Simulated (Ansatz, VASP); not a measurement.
# BaTiO3: VASP beside Ansatz

One calculation is typed for both programs; each brings its own data sets and cutoff. How far apart do they land? Other levels of theory on this material are compared in a session of their own.

Method: plane waves, with VASP 6.6.1 beside it; band structure at PBEsol, band structure at PBE and band structure at BLYP, in Ansatz 0.2.0.

## (1) The structure

The structure is tetragonal, space group P4mm (No. 99). Conventional cell: a = 3.990 Å, b = 3.990 Å, c = 4.023 Å, α = 90.00°, β = 90.00°, γ = 90.00°. Nearest to Ba lie 12 O at 2.80 to 2.87 Å. Ti has 6 O at 1.84 to 2.18 Å nearest. O has 2 Ti at 1.84 to 2.18 Å and 4 Ba at 2.82 Å nearest. Nearest to O lie 2 Ti at 2.00 Å and 4 Ba at 2.80 to 2.87 Å. Farther neighbours and most contacts between anions are not listed.

As a file:

```cif
data_structure
_symmetry_space_group_name_H-M 'P 1'
_symmetry_Int_Tables_number 1
_cell_length_a 3.9905
_cell_length_b 3.9905
_cell_length_c 4.0230
_cell_angle_alpha 90.000
_cell_angle_beta 90.000
_cell_angle_gamma 90.000
_cell_volume 64.06
loop_
_atom_site_label
_atom_site_type_symbol
_atom_site_fract_x
_atom_site_fract_y
_atom_site_fract_z
_atom_site_occupancy
Ba1 Ba 0.00000 0.00000 0.00000 1
Ti2 Ti 0.50000 0.50000 0.52200 1
O3 O 0.50000 0.50000 0.97900 1
O4 O 0.50000 0.00000 0.48800 1
O5 O 0.00000 0.50000 0.48800 1
```

## (2) VASP: band structure, PBEsol

Levels along a path test the potential and the projectors away from the mesh points.

Lines of VASP's logs that name or quote its potential files are left out, and so is its time.

INCAR

```
SYSTEM = BaTiO3
PREC = Accurate
ENCUT = 520
EDIFF = 1E-06
NELM = 100
ISMEAR = 0
SIGMA = 0.02
LREAL = .FALSE.
ALGO = Normal
GGA = PS
NBANDS = 35
LASPH = .TRUE.
LORBIT = 11
LWAVE = .FALSE.
LCHARG = .FALSE.
KPAR = 8
```

POSCAR

```
BaTiO3
1.0
    3.9904800000      0.0000000000      0.0000000000
    0.0000000000      3.9904800000      0.0000000000
    0.0000000000      0.0000000000      4.0230300000
Ba Ti O
1 1 3
Direct
    0.0000000000      0.0000000000      0.0000000000
    0.5000000000      0.5000000000      0.5220000000
    0.5000000000      0.5000000000      0.9790000000
    0.5000000000      0.0000000000      0.4880000000
    0.0000000000      0.5000000000      0.4880000000
```

KPOINTS

```
Automatic mesh
0
Gamma
4 4 4
0 0 0
```

KPOINTS_OPT

```
Line mode
16
Line-mode
Reciprocal
  0.00000000   0.00000000   0.00000000 GAMMA
  0.00000000   0.50000000   0.00000000 X

  0.00000000   0.50000000   0.00000000 X
  0.50000000   0.50000000   0.00000000 M

  0.50000000   0.50000000   0.00000000 M
  0.00000000   0.00000000   0.00000000 GAMMA

  0.00000000   0.00000000   0.00000000 GAMMA
  0.00000000   0.00000000   0.50000000 Z

  0.00000000   0.00000000   0.50000000 Z
  0.00000000   0.50000000   0.50000000 R

  0.00000000   0.50000000   0.50000000 R
  0.50000000   0.50000000   0.50000000 A

  0.50000000   0.50000000   0.50000000 A
  0.00000000   0.00000000   0.50000000 Z

  0.00000000   0.50000000   0.00000000 X
  0.00000000   0.50000000   0.50000000 R

  0.50000000   0.50000000   0.00000000 M
  0.50000000   0.50000000   0.50000000 A
```

PAW data sets: Ba_sv, Ti_sv and O (PBE family, release 64).

Launch:

```sh
$ mpirun -np 8 vasp_std
```

Numbers of over 12 decimals in the logs are rounded to 6 here.

The program printed:

```text
[banner, memory and clock lines left out]
running    8 mpi-ranks, on    1 nodes
 distrk:  each k-point on    1 cores,    8 groups
 distr:  one band on    1 cores,    1 groups

 POSCAR found type information on POSCAR BaTiO
 POSCAR found :  3 types and       5 ions
|                                                                             |
|           W    W    AA    RRRRR   N    N  II  N    N   GGGG   !!!           |
|           W    W   A  A   R    R  NN   N  II  NN   N  G    G  !!!           |
|           W    W  A    A  R    R  N N  N  II  N N  N  G       !!!           |
|           W WW W  AAAAAA  RRRRR   N  N N  II  N  N N  G  GGG   !            |
|           WW  WW  A    A  R   R   N   NN  II  N   NN  G    G                |
|           W    W  A    A  R    R  N    N  II  N    N   GGGG   !!!           |
|                                                                             |
|     For optimal performance we recommend to set                             |
|       NCORE = 2 up to number-of-cores-per-socket                            |
|     NCORE specifies how many cores store one orbital (NPAR=cpu/NCORE).      |
|     This setting can greatly improve the performance of VASP for DFT.       |
|     The default, NCORE=1 might be grossly inefficient on modern             |
|     multi-core architectures or massively parallel machines. Do your        |
|     Unfortunately you need to use the default for GW and RPA                |
|     calculations (for HF NCORE is supported but not extensively tested      |
|     yet).                                                                   |
|                                                                             |

|                                                                             |
|               ----> ADVICE to this user running VASP <----                  |
|                                                                             |
|     You enforced a specific xc type in the INCAR file but a different       |
|     [... a line on the potential file left out ...]
|     I HOPE YOU KNOW WHAT YOU ARE DOING!                                     |
|                                                                             |

 LDA part: xc-table for (Slater+PW92), standard interpolation
 POSCAR, INCAR and KPOINTS ok, starting setup
 FFT: planning ... GRIDC
 FFT: planning ... GRID_SOFT
 FFT: planning ... GRID
 WAVECAR not read
 entering main loop
       N       E                     dE             d eps       ncg     rms          rms(c)
DAV:   1     0.394078515283E+03    0.39408E+03   -0.19725E+04  1260   0.123E+03
DAV:   2    -0.116155466537E+02   -0.40569E+03   -0.37685E+03  1360   0.353E+02
DAV:   3    -0.502897247121E+02   -0.38674E+02   -0.38091E+02  1794   0.108E+02
DAV:   4    -0.520544574437E+02   -0.17647E+01   -0.17578E+01  1796   0.189E+01
DAV:   5    -0.520940961051E+02   -0.39639E-01   -0.39625E-01  1623   0.256E+00    0.232E+01
DAV:   6    -0.425733985717E+02    0.95207E+01   -0.27836E+01  1595   0.526E+01    0.101E+01
DAV:   7    -0.421645314984E+02    0.40887E+00   -0.57704E+00  1466   0.179E+01    0.714E+00
DAV:   8    -0.419963217070E+02    0.16821E+00   -0.83027E-01  1499   0.806E+00    0.244E+00
DAV:   9    -0.420389484330E+02   -0.42627E-01   -0.17090E-01  1666   0.248E+00    0.206E+00
DAV:  10    -0.419931114087E+02    0.45837E-01   -0.24644E-01  1372   0.445E+00    0.514E-01
DAV:  11    -0.419878252872E+02    0.52861E-02   -0.19908E-02  1453   0.132E+00    0.139E-01
DAV:  12    -0.419878263217E+02   -0.10345E-05   -0.67563E-04  1582   0.178E-01    0.454E-02
DAV:  13    -0.419878589580E+02   -0.32636E-04   -0.86603E-05  1512   0.679E-02    0.143E-02
DAV:  14    -0.419878554925E+02    0.34655E-05   -0.21952E-05  1590   0.396E-02    0.133E-02
DAV:  15    -0.419878565514E+02   -0.10588E-05   -0.70297E-06  1480   0.234E-02    0.101E-02
DAV:  16    -0.419878549431E+02    0.16082E-05   -0.30428E-06  1195   0.158E-02    0.156E-03
DAV:  17    -0.419878549570E+02   -0.13816E-07   -0.20175E-07   728   0.289E-03
   1 F= -.41987855E+02 E0= -.41987855E+02  d E =-.232048E-32
 Start KPOINTS_OPT (optional k-point list driver)
k-point batch [1-18\144]
       N       E                     dE             ncg
DAV:   1     0.441294533460E+03   -0.88982E+04     1260
DAV:   2    -0.644514682754E+04   -0.68864E+04     1380
DAV:   3    -0.714585779416E+04   -0.70071E+03     1753
DAV:   4    -0.717076680765E+04   -0.24909E+02     1760
DAV:   5    -0.717129288449E+04   -0.52608E+00     1517
DAV:   6    -0.717130215055E+04   -0.92661E-02     1577
DAV:   7    -0.717130245333E+04   -0.30278E-03     1535
DAV:   8    -0.717130246478E+04   -0.11452E-04     1420
DAV:   9    -0.717130246522E+04   -0.44381E-06     1167
[...]
k-point batch [127-144\144]
       N       E                     dE             ncg
DAV:   1     0.484130260298E+03   -0.24811E+05     1260
DAV:   2    -0.656330911801E+04   -0.70474E+04     1364
DAV:   3    -0.731959737417E+04   -0.75629E+03     1907
DAV:   4    -0.734999177239E+04   -0.30394E+02     1683
DAV:   5    -0.735074496650E+04   -0.75319E+00     1653
DAV:   6    -0.735076007535E+04   -0.15109E-01     1603
DAV:   7    -0.735076056766E+04   -0.49231E-03     1655
DAV:   8    -0.735076058932E+04   -0.21657E-04     1309
DAV:   9    -0.735076059030E+04   -0.98198E-06     1145
```

OUTCAR, selected parts (step 2):

```text
ion  position               nearest neighbor table
   1  0.000  0.000  0.000-   4 2.80   5 2.80   5 2.80   4 2.80   3 2.82   3 2.82   3 2.82   3 2.82
                             4 2.87   5 2.87   4 2.87   5 2.87   2 3.41   2 3.41   2 3.41   2 3.41
   2  0.500  0.500  0.522-   3 1.84   4 2.00   5 2.00   4 2.00   5 2.00   3 2.18   1 3.41   1 3.41
                             1 3.41   1 3.41   1 3.52   1 3.52   1 3.52   1 3.52
   3  0.500  0.500  0.979-   2 1.84   2 2.18   1 2.82   1 2.82   1 2.82   1 2.82
   4  0.500  0.000  0.488-   2 2.00   2 2.00   1 2.80   1 2.80   1 2.87   1 2.87
   5  0.000  0.500  0.488-   2 2.00   2 2.00   1 2.80   1 2.80   1 2.87   1 2.87

  LATTYP: Found a simple tetragonal cell.
 ALAT       =     3.9904800000
 C/A-ratio  =     1.0081569135

 Subroutine GETGRP returns: Found  8 space group operations
 (whereof  8 operations were pure point group operations)

The static configuration has the point symmetry C_4v.

 Found     18 irreducible k-points:

   k-points           NKPTS =     18   k-points in BZ     NKDIM =     18   number of bands    NBANDS=     35

   dimension x,y,z NGX =    30 NGY =   30 NGZ =   30
   dimension x,y,z NGXF=    60 NGYF=   60 NGZF=   60

   ENCUT  =  520.0 eV  38.22 Ry    6.18 a.u.   7.42  7.42  7.48*2*pi/ulx,y,z

   NELECT =      40.0000    total number of electrons

 k-points in reciprocal lattice and weights: Automatic mesh
   0.00000000  0.00000000  0.00000000       0.016
   0.25000000  0.00000000  0.00000000       0.062
   0.50000000  0.00000000  0.00000000       0.031
   0.25000000  0.25000000  0.00000000       0.062
   0.50000000  0.25000000  0.00000000       0.062
   0.50000000  0.50000000  0.00000000       0.016
   0.00000000  0.00000000  0.25000000       0.031
   0.25000000  0.00000000  0.25000000       0.125
   0.50000000  0.00000000  0.25000000       0.062
[...]
0.50000000  0.25000000  0.50000000       0.062
   0.50000000  0.50000000  0.50000000       0.016

 average (electrostatic) potential at core
       1 -32.7759       2 -76.6173       3 -69.8560       4 -69.6179       5 -69.6179

 E-fermi :   3.9423

 k-point     1 :       0.0000    0.0000    0.0000
  band No.  band energies     occupation
    ...
     16       2.3565      2.00000
     17       2.5833      2.00000
     18       3.3242      2.00000
     19       3.3957      2.00000
     20       3.3957      2.00000
     21       5.5224      0.00000
     22       5.9044      0.00000
     23       5.9044      0.00000
     24       7.8481      0.00000
     25       8.0451      0.00000
    ...

 k-point     2 :       0.2500    0.0000    0.0000
  band No.  band energies     occupation
    ...
     16       2.0135      2.00000
     17       2.2175      2.00000
     18       2.4812      2.00000
     19       2.9469      2.00000
     20       3.0951      2.00000
     21       5.9619      0.00000
     22       6.5112      0.00000
     23       6.5512      0.00000
     24       7.9901      0.00000
     25       9.0349      0.00000
    ...

 k-point     3 :       0.5000    0.0000    0.0000
  band No.  band energies     occupation
    ...
     16       1.7672      2.00000
     17       1.8990      2.00000
     18       2.0638      2.00000
     19       2.6288      2.00000
     20       2.7959      2.00000
     21       6.0402      0.00000
     22       7.2942      0.00000
     23       7.3644      0.00000
     24       7.9655      0.00000
     25       9.6593      0.00000
    ...

  Total       -0.5176681     -0.5176681      0.4828664      0.0000000      0.0000000      0.0000000
  in kB      -12.9466803    -12.9466803     12.0763029      0.0000000      0.0000000      0.0000000
  external PRESSURE =      -4.6056859 kB  Pullay stress =       0.0000000 kB

  energy-cutoff  :      520.00
  volume of cell :       64.06
      direct lattice vectors                 reciprocal lattice vectors
     3.990480000  0.000000000  0.000000000     0.250596419  0.000000000  0.000000000
     0.000000000  3.990480000  0.000000000     0.000000000  0.250596419  0.000000000
     0.000000000  0.000000000  4.023030000     0.000000000  0.000000000  0.248568865

 POSITION                                       TOTAL-FORCE (eV/Angst)
 -----------------------------------------------------------------------------------
      0.00000      0.00000      0.00000         0.000000     -0.000000      0.143626
      1.99524      1.99524      2.10002         0.000000      0.000000     -0.133941
      1.99524      1.99524      3.93855         0.000000      0.000000     -0.027505
      1.99524      0.00000      1.96324         0.000000     -0.000000      0.008910
      0.00000      1.99524      1.96324        -0.000000     -0.000000      0.008910
 -----------------------------------------------------------------------------------
    total drift:                                0.000000      0.000000      0.000221

  FREE ENERGIE OF THE ION-ELECTRON SYSTEM (eV)
  ---------------------------------------------------
  free  energy   TOTEN  =       -41.9878549570 eV

  energy  without entropy=      -41.9878549570  energy(sigma->0) =      -41.98785496

 total charge
# of ion       s       p       d       tot
------------------------------------------
    1        2.003   5.634   0.338   7.975
    2        2.220   6.282   1.762  10.264
    3        1.564   3.453   0.000   5.017
    4        1.558   3.449   0.000   5.007
    5        1.558   3.449   0.000   5.007
--------------------------------------------------
tot          8.903  22.267   2.100  33.270

[... 3 further parts left out ...]
```

The run ends at a pressure of -0.46 GPa, with forces up to 0.14 eV/Å.

## (3) Ansatz: band structure, PBEsol

Ansatz runs on its default PAW (the set named soft_2) files.

The same cell, functional, mesh and smearing now go to Ansatz, which takes its cutoff from its data sets.

input.yaml

```yaml
crystal:
  lattice:
    - [3.99048, 0.0, 0.0]
    - [0.0, 3.99048, 0.0]
    - [0.0, 0.0, 4.02303]
  atoms:
    - { symbol: Ba, position: [0.0, 0.0, 0.0] }
    - { symbol: Ti, position: [0.5, 0.5, 0.522] }
    - { symbol: O, position: [0.5, 0.5, 0.979] }
    - { symbol: O, position: [0.5, 0.0, 0.488] }
    - { symbol: O, position: [0.0, 0.5, 0.488] }
hamiltonian:
  xc: pbesol
  pseudopotentials: { kind: paw }
kpoints:
  mp_grid: { grid: [4, 4, 4] }
  band_path:
    path:
      - [0.0, 0.0, 0.0]
      - [0.0, 0.13333, 0.0]
      - [0.0, 0.3, 0.0]
      - [0.0, 0.46667, 0.0]
      - [0.1, 0.5, 0.0]
      - [0.26667, 0.5, 0.0]
      - [0.43333, 0.5, 0.0]
      - [0.43333, 0.43333, 0.0]
      - [0.26667, 0.26667, 0.0]
      - [0.1, 0.1, 0.0]
      - [0.0, 0.0, 0.03333]
      - [0.0, 0.0, 0.2]
      - [0.0, 0.0, 0.36667]
      - [0.0, 0.0, 0.5]
      - [0.0, 0.16667, 0.5]
      - [0.0, 0.3, 0.5]
      - [0.0, 0.46667, 0.5]
      - [0.1, 0.5, 0.5]
      - [0.26667, 0.5, 0.5]
      - [0.43333, 0.5, 0.5]
      - [0.5, 0.5, 0.5]
      - [0.43333, 0.43333, 0.5]
      - [0.26667, 0.26667, 0.5]
      - [0.1, 0.1, 0.5]
      - [0.0, 0.5, 0.03333]
      - [0.0, 0.5, 0.2]
      - [0.0, 0.5, 0.36667]
      - [0.5, 0.5, 0.0]
      - [0.5, 0.5, 0.16667]
      - [0.5, 0.5, 0.33333]
      - [0.5, 0.5, 0.5]
    npoints: 1
scf:
  occupations: { method: gaussian, width: 0.02 }
  n_extra_bands: 8
output:
  forces: true
  stress: true
  eigenvalues: true
  write_density: true
  write_potential: true
  elf: true
  volumetric_format: npy
```

Launch:

```sh
$ ansatz run input.yaml --threads 2 --pin off --max-ram 4608MiB --backend cpu --events-out ev --progress --plain --runs-dir out
```

The program printed:

```text
scf.n_extra_bands = 8 over 20 filled bands (N_el = 40.0): the run solves 28 bands
Engine: ansatz 0.2.0, aarch64-unknown-linux-gnu
Pseudopotentials: kind: paw
Pseudopotential: Ba, paw, valence charge 10, recommended cutoff 420 eV (normal), Ba.paw.azcp
Pseudopotential: Ti, paw, valence charge 12, recommended cutoff 420 eV (normal), Ti.paw.azcp
Pseudopotential: O, paw, valence charge 6, recommended cutoff 420 eV (normal), O.paw.azcp
Functional definition: PBEsol
  exchange = pbesol_x
  correlation = pbesol_c
Crystal: 5 atoms, lattice volume = 64.062 Å³
Basis set: ecut = 420 eV, 1245 PW (Γ), exchange–correlation on 54×54×54 points (8 copies of the dense FFT grid, shifted against one another)
Bands: 28, of which v1, the nominal top of the filled ones, is band 20 counted from 1 (19 counted from 0)
Symmetry: 8 space group operations
Space group: P4mm (ITA 99), of the structure as read, at distance tolerance 4.0e-5 Å
k-points: 18 of 64 (time reversal used)
Non-local potential: Ba, projectors of the file, l = 0: 3, l = 1: 2, l = 2: 2, l = 3: 2
Non-local potential: Ti, projectors of the file, l = 0: 3, l = 1: 2, l = 2: 3, l = 3: 1
Non-local potential: O, projectors of the file, l = 0: 2, l = 1: 2, l = 2: 1
PAW form: soft (Blöchl's): semilocal exchange-correlation on the pseudo side does not see the compensation charge
PAW frozen core: Ba, regenerated for the run's functional, and the local potential with it (the file was generated under x = pbe(κ = 0.804, μ = 0.219515), c = pbe(β = 0.066725))
PAW frozen core: Ti, regenerated for the run's functional, and the local potential with it (the file was generated under x = pbe(κ = 0.804, μ = 0.219515), c = pbe(β = 0.066725))
PAW frozen core: O, regenerated for the run's functional, and the local potential with it (the file was generated under x = pbe(κ = 0.804, μ = 0.219515), c = pbe(β = 0.066725))
PAW one-centre angular grid: Ba, 194 points (default); XC on 64 Gauss nodes
PAW one-centre angular grid: Ti, 590 points (default); XC on 64 Gauss nodes
PAW one-centre angular grid: O, 110 points (default); XC on 64 Gauss nodes
Initial density: superposition of atomic densities (neutral atoms: chi_scale 0, normalization atom), corrected by the library's trained network
Initial wavefunctions: pseudopotential atomic-orbital guess
Functional: x = pbesol(κ = 0.804, μ = 0.123457), c = pbesol(β = 0.046)
SCF iter   1: F=—  HF=-10027.493370 eV  |F-HF|=—  |Δ(HF+E_count)|=         —  Δρ=1.67e-2  dr2=1.53e-1  ethr=1.77e-3  ⟨swp⟩=7.0  Hψ=2627  notcnv=0
preconditioner: auto → Resta (q_TF=auto, 2.522 Å⁻¹)  ε∞=4.9  [insulator: Δε(μ)=1.619 eV  Ē_g=13.211 eV  σ=0.020 eV  W_gap=1.00  n_scr=18 (ndim 8)  ℏωp=26.2 eV  f_vac=0.000  D(μ)=0.00/eV (n_scr^D=0)  ε∞_Penn≈4.9]
SCF iter   2: F=—  HF=-10027.462535 eV  |F-HF|=—  |Δ(HF+E_count)|=   3.08e-2  Δρ=5.28e-3  dr2=2.02e-2  ethr=3.83e-4  ⟨swp⟩=2.7  Hψ=933  notcnv=0  defer=51
SCF iter   3: F=—  HF=-10027.459573 eV  |F-HF|=—  |Δ(HF+E_count)|=   2.96e-3  Δρ=1.36e-3  dr2=1.39e-3  ethr=5.04e-5  ⟨swp⟩=2.1  Hψ=713  notcnv=0  defer=52
SCF iter   4: F=—  HF=-10027.459393 eV  |F-HF|=—  |Δ(HF+E_count)|=   1.80e-4  Δρ=1.48e-4  dr2=1.48e-5  ethr=3.47e-6  ⟨swp⟩=2.0  Hψ=832  notcnv=0  defer=52
SCF iter   5: F=—  HF=-10027.459142 eV  |F-HF|=—  |Δ(HF+E_count)|=   2.51e-4  Δρ=2.44e-5  dr2=3.45e-7  ethr=3.71e-8  ⟨swp⟩=2.0  Hψ=778  notcnv=0  defer=52
SCF iter   6: F=-10027.459142 eV  HF=-10027.459142 eV  |F-HF|=1.42e-9  |Δ(HF+E_count)|=   1.54e-7  Δρ=5.04e-6  dr2=1.48e-8  ethr=2.50e-10  ⟨swp⟩=14.3  Hψ=4071  notcnv=0
SCF 1 converged in 6 iterations: F = -10027.459142 eV  dr2 = 1.48e-8
  greatest PAW one-centre occupation: 0.999 electrons in one spin orbital (limit 2), on the Ti atom at site 1 (counted from 0), in its partial waves of l = 0
NSCF: frozen V_eff on 31 k-points
SCF converged after 6 iterations
Free energy (F): -10027.459142 eV
Harris-Foulkes:  -10027.459142 eV  (|F-HF|=1.42e-9)
Internal energy: -10027.459142 eV  (E = F + TS)
E sigma→0 (E₀):  -10027.459142 eV
Fermi energy:    11.159354 eV
--- Per-component energies (eV) ---
  E_band       = -142.926941
  E_kinetic    = 967.698537
  E_local      = -2101.897909  (includes V_loc(G=0)·N_el)
  E_nonlocal   = 207.069881
  E_hartree    = 818.437680
  E_xc         = -486.156904
  E_vxc        = -542.967631  (∫ρ·V_xc dr)
  E_paw        = -6616.837956  (= ΣΔE_a)
  E_vpaw       = -309.715660  (= ΣTr[D̂ρ^β])
  E_aug_tail   = 0.007427  (compensation charges beyond the density's cutoff)
  E_ewald      = -2816.176581
  E_core_change = 0.396681  (= ΣΔE_core)
  E_smearing   = -0.000000  (= −TS)
  E_closure    = -0.000000  (closes the sum)
  Σ components = -10027.459142   (vs F -10027.459142, Δ=0.00e0)
--- Forces (eV/Å), atoms counted from 1 ---
  atom   1  Ba     0.00000000    -0.00000000     0.15958167
  atom   2  Ti    -0.00000000    -0.00000000    -0.07702941
  atom   3  O     -0.00000000    -0.00000000    -0.08442098
  atom   4  O      0.00000000     0.00000000     0.00093559
  atom   5  O     -0.00000000     0.00000000     0.00093559
  max |Σ_I F_I| component: 2.47e-6 eV/Å
--- Stress (GPa, compression-positive) ---
       -3.098759       0.000000       0.000000
        0.000000      -3.098759       0.000000
        0.000000       0.000000      -0.728606
  P = ⅓ Tr σ = -2.3087 GPa (-23.087 kbar)
--- Band table (eV; the first three rows and the last of 18) ---
  k-point 0: bands = [... 16 lower, 9.0390, 9.8402, 9.9069, 9.9069, 12.0644, 12.4389, 12.4389, 14.3920, ... 4 higher]
  k-point 1: bands = [... 16 lower, 8.6204, 8.9399, 9.7292, 9.7292, 12.1306, 13.2233, 13.2233, 14.3892, ... 4 higher]
  k-point 2: bands = [... 16 lower, 8.2696, 8.3006, 9.5673, 9.5673, 12.1995, 13.9297, 13.9297, 14.3899, ... 4 higher]
  k-point 17: bands = [... 16 lower, 7.8542, 10.0808, 10.0808, 10.2543, 14.5042, 14.5184, 14.5184, 16.6901, ... 4 higher]
```

Run time: 7.5 s. Hardware: 2 threads of Arm Neoverse N1, shared host; peak memory 0.36 GiB; 14 s of CPU time.

Reading the cycles: dr2 is the Hartree energy of the density residual (eV), the measure of convergence; HF is the Harris–Foulkes estimate of the energy, which meets the free energy F at convergence.

(Continued in part 2 of 3.)

[Lines on the potential files, build, host, timing and source positions are cut from VASP's logs without a mark.]

[Logs are printed without paths, hosts, clocks, repeated set-up lines and the standing remarks that a program may print on its own settings, such as how far it seeks lower states.]

[Hosts, paths, dates, database ids (printed as entryN), source tags and the programs' standing remarks are cut or masked in the printed files.]
